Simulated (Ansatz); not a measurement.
Structure types of Mg were relaxed at one common pressure (all-electron LAPW in Ansatz 0.2.0 under PBE, scalar-relativistic, no spin polarisation, zero temperature). They take these volumes:

```json
{"type": "fcc", "space group": "Fm-3m", "V (Å³/atom)": "17.87"}
{"type": "bcc", "space group": "Im-3m", "V (Å³/atom)": "17.73"}
{"type": "hcp", "space group": "P6_3/mmc", "V (Å³/atom)": "17.82"}
{"type": "beta tin", "space group": "I4_1/amd", "V (Å³/atom)": "18.77"}
{"type": "dhcp", "space group": "P6_3/mmc", "V (Å³/atom)": "17.84"}
{"type": "simple hexagonal", "space group": "P6/mmm", "V (Å³/atom)": "18.77"}
```

Q: At about which pressure, and is the densest type also the lowest in enthalpy?

A: 15 GPa. The densest is bcc, and it is 24 meV/atom above hcp: its gain in pV doesn't pay for its higher energy here.
